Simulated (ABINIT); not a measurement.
**Converging GW for BN (P6_3/mmc) in ABINIT**

Wanted: a converged G0W0 gap of BN (P6_3/mmc), or an estimate of the limit.

Method: PBE and many-body steps on it, plane waves, in ABINIT 10.8.3.

### 1. The starting structure

It takes space group P6_3/mmc (No. 194, hexagonal). Conventional cell: a = 2.504 Å, b = 2.504 Å, c = 6.661 Å, α = 90.00°, β = 90.00°, γ = 120.00°. Nearest to B lie 3 N at 1.45 Å. N has 3 B at 1.45 Å nearest. Farther neighbours and most contacts between anions are not listed.

As a file:

```cif
data_structure
_symmetry_space_group_name_H-M 'P6_3/mmc'
_symmetry_Int_Tables_number 194
_cell_length_a 2.5040
_cell_length_b 2.5040
_cell_length_c 6.6612
_cell_angle_alpha 90.000
_cell_angle_beta 90.000
_cell_angle_gamma 120.000
_cell_volume 36.17
loop_
_atom_site_label
_atom_site_type_symbol
_atom_site_symmetry_multiplicity
_atom_site_Wyckoff_symbol
_atom_site_fract_x
_atom_site_fract_y
_atom_site_fract_z
_atom_site_occupancy
B1 B 2 c 0.33333 0.66667 0.25000 1
N1 N 2 d 0.33333 0.66667 0.75000 1
```

The cell and positions come from the Crystallography Open Database and are kept as given unless a step says otherwise.

### 2. Empty states on the mesh, 6×6×2 mesh, 934 bands

This step: ABINIT 10.8.3; DFT, PBE, plane waves, norm-conserving pseudopotentials.

The sums over transitions need many empty states on a uniform mesh; this step solves for them.

run.abi

```
acell 3*1.0 Angstrom
rprim 
  2.503989999987 0.000000000003 0.000000000000
  -1.251994999996 2.168518950810 0.000000000000
  0.000000000000 0.000000000000 6.661200000000
ntypat 2
znucl 5 7
natom 4
typat 1 1 2 2
xred 
  0.333333333333 0.666666666667 0.250000000000
  0.666666666667 0.333333333333 0.750000000000
  0.333333333333 0.666666666667 0.750000000000
  0.666666666667 0.333333333333 0.250000000000
pp_dirpath "pseudos"
pseudos "B.upf, N.upf"
ecut 36
ngkpt 6 6 2
nshiftk 1
shiftk 0 0 0
kptopt 1
chksymbreak 0
irdden 1
istwfk *1
nband 934
prtvol 0
optdriver 6
gwr_task "HDIAGO"
paral_kgb 0
occopt 1
indata_prefix "in"
outdata_prefix "out"
tmpdata_prefix "tmp"
```

Run with:

```console
> OMP_NUM_THREADS=1 mpirun -n 8 abinit run.abi > log
```

The log of the run:

```text
.Version 10.8.3 of ABINIT. v10.8.2 released Aug 2026.

 Symmetries : space group P6_3/m m c (#194); Bravais hP (primitive hexag.)
[... echo of the input left out ...]
== DATASET  1 ==================================================================
-   mpi_nproc: 8, omp_nthreads: 1 (-1 if OMP is not activated)

--- !DatasetInfo
iteration_state: {dtset: 1, }
dimensions: {natom: 4, nkpt: 14, mband: 934, nsppol: 1, nspinor: 1, nspden: 1, mpw: 2542, }
cutoff_energies: {ecut:  36.0, pawecutdg:  -1.0, }
[...]
Indirect band gap semiconductor
 Fundamental gap:     4.314 (eV)
   VBM:     2.782 (eV) at k: [ 3.3333E-01,  3.3333E-01,  5.0000E-01]
   CBM:     7.096 (eV) at k: [ 5.0000E-01,  0.0000E+00,  0.0000E+00]
 Direct gap:         4.670 (eV) at k: [ 3.3333E-01,  3.3333E-01,  5.0000E-01]

== END DATASET(S) ==============================================================
================================================================================

 -outvars: echo values of variables after computation  --------
           etotal      0.0000000000E+00
            nband         934
             nkpt          14
          spgroup         194
 [... the other variables as echoed above ...]

 Calculation completed.
```

Elapsed: 33 s, on 8 MPI ranks of Arm Neoverse V1, shared host; peak memory 3.4 GiB; 4.4 min of CPU time.

This step gave:

```
gap                                                           : 4.314 eV
k of the valence top                                          : 0.3333, 0.3333, 0.5
k of the conduction bottom                                    : 0.5, 0, 0
least direct gap                                              : 4.670 eV
k points computed                                             : 14
lowest point of the top converged band, above the valence top : 483.0147 eV
```

On this mesh the gap is 4.314 eV.

The density comes from a self-consistent run that is not shown.

### 3. Screening, 6×6×2 mesh, 122 bands, screening to 149.7 eV

The RPA dielectric matrix is built and inverted for each q.

This step: RPA screening on PBE, plane waves, norm-conserving pseudopotentials.

Changes to run.abi since step 2:

```diff
@@ -22,10 +22,11 @@
 chksymbreak 0
-irdden 1
 istwfk *1
-nband 934
-prtvol 0
-optdriver 6
-gwr_task "HDIAGO"
-paral_kgb 0
 occopt 1
+irdwfk 1
+optdriver 3
+nband 122
+ecuteps 5.5
+inclvkb 2
+awtr 1
+symchi 1
 indata_prefix "in"
```

The log of the run:

```text
.Version 10.8.3 of ABINIT. v10.8.2 released Aug 2026.

 Symmetries : space group P6_3/m m c (#194); Bravais hP (primitive hexag.)
[... echo of the input left out ...]
== DATASET  1 ==================================================================
-   mpi_nproc: 8, omp_nthreads: 1 (-1 if OMP is not activated)

--- !DatasetInfo
iteration_state: {dtset: 1, }
dimensions: {natom: 4, nkpt: 14, mband: 122, nsppol: 1, nspinor: 1, nspden: 1, mpw: 2542, }
cutoff_energies: {ecut:  36.0, pawecutdg:  -1.0, }
electrons: {nelect:   1.60000000E+01, charge:   0.00000000E+00, occopt:   1.00000000E+00, tsmear:   1.00000000E-02, }

 SCREENING: Calculation of the susceptibility and dielectric matrices

 Based on a program developped by R.W. Godby, V. Olevano, G. Onida, and L. Reining.
 Incorporated in ABINIT by V. Olevano, G.-M. Rignanese, and M. Torrent.
.Using double precision arithmetic ; gwpc =  8

[... cell and pseudopotentials left out ...]
--------------------------------------------------------------------------------

 ==== K-mesh for the wavefunctions ====
 Number of points in the irreducible wedge :    14
[... list of points left out ...]
 Together with 24 symmetry operations and time-reversal symmetry
 yields    72 points in the full Brillouin Zone.

 ==== Q-mesh for the screening function ====
 Number of points in the irreducible wedge :    14
[... list of points left out ...]
 Together with 24 symmetry operations and time-reversal symmetry
 yields    72 points in the full Brillouin Zone.

 setmesh: FFT mesh size selected  =    15x   15x   48
          total number of points  =        10800

 vcoul_init : cutoff-mode = AUXILIARY_FUNCTION
 q-points for optical limit:   1
     1)      0.000010    0.000020    0.000030

- screening: taking advantage of time-reversal symmetry
- Maximum band index for partially occupied states nbvw = 8
- Remaining bands to be divided among processors   nbcw = 114
- Number of bands treated by each node ~14

 Number of electrons calculated from density =   16.0000; Expected =   16.0000
 average of density, n =  0.065550
 r_s =    1.5386
 omega_plasma =   24.6969 [eV]

 calculating chi0 at frequencies [eV] :
  1    0.000000E+00    0.000000E+00
  2    0.000000E+00    2.469694E+01

--------------------------------------------------------------------------------
  q-point number  1        q = ( 0.000000, 0.000000, 0.000000) [r.l.u.]
--------------------------------------------------------------------------------
[... chi0 elements left out ...]
 For q-point:  0.000010 0.000020 0.000030
  dielectric constant =   4.2339
  dielectric constant without local fields =   4.5516

  Average fulfillment of the sum rule on Im[epsilon] for q-point    1 :     88.53  [%]
[... wings left out ...]
  q-point number  2        q = ( 0.166667, 0.000000, 0.000000) [r.l.u.]
--------------------------------------------------------------------------------
[... chi0 elements left out ...]
  Average fulfillment of the sum rule on Im[epsilon] for q-point    2 :     92.93  [%]

 [... 12 further q-points ...]
```

It took 18 s on 8 MPI ranks; peak memory 1.1 GiB.

Numbers from this step:

```yaml
eps_infinity_with_local_fields_on_this_mesh_along_the_program_s_q_direction: 4.234
the_same_without_local_fields: 4.552
plasma_frequency: 24.70 eV
plane_waves_in_the_screening_matrix: 151
```

Local fields lower ε∞ by 7 %. On a Γ-centred mesh this coarse the value itself is usually too large, while a short band sum pulls it down.

### 4. 122 bands, 149.7 eV

The self-energy is evaluated for the states that the input lists, and the levels follow from it, in one-shot runs by the linearised quasiparticle equation.

This step: G0W0 on PBE, plane waves, norm-conserving pseudopotentials.

Changes to run.abi since step 3:

```diff
@@ -25,8 +25,23 @@
 irdwfk 1
-optdriver 3
+optdriver 4
 nband 122
+gwcalctyp 0
+ecutsigx 36
+symsigma 1
+nkptgw 5
+kptgw 
+  0.3333333333 0.3333333333 0.5000000000
+  0.5000000000 0.0000000000 0.0000000000
+  0.0000000000 0.0000000000 0.0000000000
+  0.0000000000 0.0000000000 0.5000000000
+  0.5000000000 0.0000000000 0.5000000000
+bdgw 
+  7 10
+  7 10
+  7 10
+  5 10
+  7 10
 ecuteps 5.5
-inclvkb 2
-awtr 1
-symchi 1
+irdscr 1
+ppmodel 1
 indata_prefix "in"
```

The log of the run:

```text
.Version 10.8.3 of ABINIT. v10.8.2 released Aug 2026.

 Symmetries : space group P6_3/m m c (#194); Bravais hP (primitive hexag.)
[... echo of the input left out ...]
== DATASET  1 ==================================================================
-   mpi_nproc: 8, omp_nthreads: 1 (-1 if OMP is not activated)

--- !DatasetInfo
iteration_state: {dtset: 1, }
dimensions: {natom: 4, nkpt: 14, mband: 122, nsppol: 1, nspinor: 1, nspden: 1, mpw: 2542, }
cutoff_energies: {ecut:  36.0, pawecutdg:  -1.0, }
electrons: {nelect:   1.60000000E+01, charge:   0.00000000E+00, occopt:   1.00000000E+00, tsmear:   1.00000000E-02, }

 SIGMA: Calculation of the GW corrections

 Based on a program developped by R.W. Godby, V. Olevano, G. Onida, and L. Reining.
 Incorporated in ABINIT by V. Olevano, G.-M. Rignanese, and M. Torrent.
.Using double precision arithmetic ; gwpc =  8

[... cell and pseudopotentials left out ...]
--------------------------------------------------------------------------------

 ==== K-mesh for the wavefunctions ====
 Number of points in the irreducible wedge :    14
[... list of points left out ...]
 Together with 24 symmetry operations and time-reversal symmetry
 yields    72 points in the full Brillouin Zone.

 ==== Q-mesh for screening function ====
 Number of points in the irreducible wedge :    14
[... list of points left out ...]
 Together with 24 symmetry operations and time-reversal symmetry
 yields    72 points in the full Brillouin Zone.

 vcoul_init : cutoff-mode = AUXILIARY_FUNCTION
 q-points for optical limit:   1
     1)      0.000010    0.000020    0.000030
 setmesh: FFT mesh size selected  =    24x   24x   72
          total number of points  =        41472

 Number of electrons calculated from density =   16.0000; Expected =   16.0000
 average of density, n =  0.065550
 r_s =    1.5386
 omega_plasma =   24.6969 [eV]

 === KS Band Gaps ===
  >>>> For spin  1
   Minimum direct gap =   4.6696 [eV], located at k-point      :   0.3333  0.3333  0.5000
   Fundamental gap    =   4.3142 [eV], Top of valence bands at :   0.3333  0.3333  0.5000
                                       Bottom of conduction at :   0.5000  0.0000  0.0000
 SIGMA fundamental parameters:
 PLASMON POLE MODEL  1
 number of plane-waves for SigmaX                 2481
 number of plane-waves for SigmaC and W            151
 number of plane-waves for wavefunctions          2481
 number of bands                                   122
 number of independent spin polarizations            1
 number of spinorial components                      1
 number of k-points in IBZ                          14
 number of q-points in IBZ                          14
 number of symmetry operations                      24
 number of k-points in BZ                           72
 number of q-points in BZ                           72
 number of frequencies for dSigma/dE                 9
 frequency step for dSigma/dE [eV]                0.25
 number of omega for Sigma on real axis              0
 max omega for Sigma on real axis  [eV]           0.00
 zcut for avoiding poles [eV]                     0.10

 EPSILON^-1 parameters (SCR file):
 dimension of the eps^-1 matrix on file            151
 dimension of the eps^-1 matrix used               151
 number of plane-waves for wavefunctions          2481
 number of bands                                   122
 number of q-points in IBZ                          14
 number of frequencies                               2
 number of real frequencies                          1
 number of imag frequencies                          1

 matrix elements of self-energy operator (all in [eV])

 Perturbative Calculation

--- !SelfEnergy_ee
iteration_state: {dtset: 1, }
kpoint     : [   0.333,    0.333,    0.500, ]
spin       : 1
KS_gap     :    4.670
QP_gap     :    6.105
Delta_QP_KS:    1.436
data: !SigmaeeData |
     Band     E0 <VxcDFT>   SigX SigC(E0)      Z dSigC/dE  Sig(E)    E-E0       E
        7   2.782 -16.631 -20.009   2.538   0.802  -0.247 -17.304  -0.673   2.108
        8   2.782 -16.631 -20.009   2.538   0.802  -0.247 -17.304  -0.673   2.108
        9   7.451 -10.920  -5.614  -4.385   0.828  -0.208 -10.158   0.762   8.214
       10   7.451 -10.920  -5.614  -4.385   0.828  -0.208 -10.158   0.762   8.214

--- !SelfEnergy_ee
iteration_state: {dtset: 1, }
kpoint     : [   0.500,    0.000,    0.000, ]
spin       : 1
KS_gap     :    4.750
QP_gap     :    6.129
Delta_QP_KS:    1.379
data: !SigmaeeData |
     Band     E0 <VxcDFT>   SigX SigC(E0)      Z dSigC/dE  Sig(E)    E-E0       E
        7   1.355 -14.859 -18.688   2.652   0.802  -0.247 -15.803  -0.944   0.411
        8   2.345 -16.390 -19.991   2.675   0.800  -0.250 -17.131  -0.741   1.604
[...]
--- !SelfEnergy_ee
iteration_state: {dtset: 1, }
kpoint     : [   0.000,    0.000,    0.000, ]
spin       : 1
KS_gap     :    6.581
QP_gap     :    7.666
Delta_QP_KS:    1.085
data: !SigmaeeData |
     Band     E0 <VxcDFT>   SigX SigC(E0)      Z dSigC/dE  Sig(E)    E-E0       E
[...]
--- !SelfEnergy_ee
iteration_state: {dtset: 1, }
kpoint     : [   0.000,    0.000,    0.500, ]
spin       : 1
KS_gap     :    8.934
QP_gap     :   10.416
Delta_QP_KS:    1.483
data: !SigmaeeData |
     Band     E0 <VxcDFT>   SigX SigC(E0)      Z dSigC/dE  Sig(E)    E-E0       E
[...]
--- !SelfEnergy_ee
iteration_state: {dtset: 1, }
kpoint     : [   0.500,    0.000,    0.500, ]
spin       : 1
KS_gap     :    5.686
QP_gap     :    7.262
Delta_QP_KS:    1.576
data: !SigmaeeData |
     Band     E0 <VxcDFT>   SigX SigC(E0)      Z dSigC/dE  Sig(E)    E-E0       E
[...]
8   1.868 -15.636 -19.342   2.655   0.801  -0.248 -16.478  -0.842   1.026
        9   7.554 -10.994  -5.945  -4.166   0.832  -0.203 -10.260   0.734   8.288
       10   7.554 -10.994  -5.945  -4.166   0.832  -0.203 -10.260   0.734   8.288

== END DATASET(S) ==============================================================
================================================================================

 -outvars: echo values of variables after computation  --------
           etotal      0.0000000000E+00
            nband         122
             nkpt          14
          spgroup         194
 [... the other variables as echoed above ...]

 Calculation completed.
```

The job ended after 11 s (8 MPI ranks; peak memory 1.1 GiB; 85 s of CPU time).

This step gave:

```yaml
g0w0_gap_on_the_mesh: 5.626 eV
starting_gap_on_the_mesh: 4.314 eV
k_of_the_valence_top: 0.3333, 0.3333, 0.5
k_of_the_conduction_bottom: 0.5, 0, 0
z_at_the_valence_top: 0.802
z_at_the_conduction_bottom: 0.836
least_direct_g0w0_gap_on_the_computed_points: 6.106 eV
```

The gap on the mesh goes from 4.31 eV to 5.63 eV, a correction of +1.31 eV.

### 5. Screening, 6×6×2 mesh, 190 bands, screening to 203.5 eV

This step: RPA screening on PBE, plane waves, norm-conserving pseudopotentials.

Changes to run.abi since step 4:

```diff
@@ -25,23 +25,8 @@
 irdwfk 1
-optdriver 4
-nband 122
-gwcalctyp 0
-ecutsigx 36
-symsigma 1
-nkptgw 5
-kptgw 
-  0.3333333333 0.3333333333 0.5000000000
-  0.5000000000 0.0000000000 0.0000000000
-  0.0000000000 0.0000000000 0.0000000000
-  0.0000000000 0.0000000000 0.5000000000
-  0.5000000000 0.0000000000 0.5000000000
-bdgw 
-  7 10
-  7 10
-  7 10
-  5 10
-  7 10
-ecuteps 5.5
-irdscr 1
-ppmodel 1
+optdriver 3
+nband 190
+ecuteps 7.48
+inclvkb 2
+awtr 1
+symchi 1
 indata_prefix "in"
```

The log of the run:

```text
.Version 10.8.3 of ABINIT. v10.8.2 released Aug 2026.

 Symmetries : space group P6_3/m m c (#194); Bravais hP (primitive hexag.)
[... echo of the input left out ...]
== DATASET  1 ==================================================================
-   mpi_nproc: 8, omp_nthreads: 1 (-1 if OMP is not activated)

--- !DatasetInfo
iteration_state: {dtset: 1, }
dimensions: {natom: 4, nkpt: 14, mband: 190, nsppol: 1, nspinor: 1, nspden: 1, mpw: 2542, }
cutoff_energies: {ecut:  36.0, pawecutdg:  -1.0, }
electrons: {nelect:   1.60000000E+01, charge:   0.00000000E+00, occopt:   1.00000000E+00, tsmear:   1.00000000E-02, }

 SCREENING: Calculation of the susceptibility and dielectric matrices

 Based on a program developped by R.W. Godby, V. Olevano, G. Onida, and L. Reining.
 Incorporated in ABINIT by V. Olevano, G.-M. Rignanese, and M. Torrent.
.Using double precision arithmetic ; gwpc =  8

[... cell and pseudopotentials left out ...]
--------------------------------------------------------------------------------

 ==== K-mesh for the wavefunctions ====
 Number of points in the irreducible wedge :    14
[... list of points left out ...]
 Together with 24 symmetry operations and time-reversal symmetry
 yields    72 points in the full Brillouin Zone.

 ==== Q-mesh for the screening function ====
 Number of points in the irreducible wedge :    14
[... list of points left out ...]
 Together with 24 symmetry operations and time-reversal symmetry
 yields    72 points in the full Brillouin Zone.

 setmesh: FFT mesh size selected  =    15x   15x   50
          total number of points  =        11250

 vcoul_init : cutoff-mode = AUXILIARY_FUNCTION
 q-points for optical limit:   1
     1)      0.000010    0.000020    0.000030

- screening: taking advantage of time-reversal symmetry
- Maximum band index for partially occupied states nbvw = 8
- Remaining bands to be divided among processors   nbcw = 182
- Number of bands treated by each node ~22

 Number of electrons calculated from density =   16.0000; Expected =   16.0000
 average of density, n =  0.065550
 r_s =    1.5386
 omega_plasma =   24.6969 [eV]

 calculating chi0 at frequencies [eV] :
  1    0.000000E+00    0.000000E+00
  2    0.000000E+00    2.469694E+01

--------------------------------------------------------------------------------
  q-point number  1        q = ( 0.000000, 0.000000, 0.000000) [r.l.u.]
--------------------------------------------------------------------------------
[... chi0 elements left out ...]
 For q-point:  0.000010 0.000020 0.000030
  dielectric constant =   4.2277
  dielectric constant without local fields =   4.5523

  Average fulfillment of the sum rule on Im[epsilon] for q-point    1 :     93.50  [%]
[... wings left out ...]
  q-point number  2        q = ( 0.166667, 0.000000, 0.000000) [r.l.u.]
--------------------------------------------------------------------------------
[... chi0 elements left out ...]
  Average fulfillment of the sum rule on Im[epsilon] for q-point    2 :     96.34  [%]

 [... 12 further q-points ...]
```

Elapsed: 32 s, on 8 MPI ranks; peak memory 1.3 GiB; 4.3 min of CPU time.

Numbers from this step:

| Item | Value |
| --- | --- |
| ε∞ with local fields, on this mesh, along the program's q direction | 4.228 |
| the same without local fields | 4.552 |
| plasma frequency | 24.70 eV |
| plane waves in the screening matrix | 225 |

(Part 1 of 2 ends here.)

[Paths, hosts, dates, memory and timing lines, banners, echoed tables and standing remarks are left out of the program output.]

[Logs are printed without paths, hosts, clocks, repeated set-up lines and the standing remarks that a program may print on its own settings, such as how far it seeks lower states.]

[Runs of the session that timed out or met a known fault of the program may be left out.]

[Hosts, paths, dates, database ids (printed as entryN), source tags and the programs' standing remarks are cut or masked in the printed files.]

[G0W0 gaps are taken among the corrected bands and points alone; a level outside them can change the order at an edge.]

[Where Ansatz stands beside ABINIT at settings called matched, ABINIT's density can come from a denser mesh and the files from another edition; pairs whose starting gaps differed by over 0.03 eV were left out, so agreement reads better than it is.]
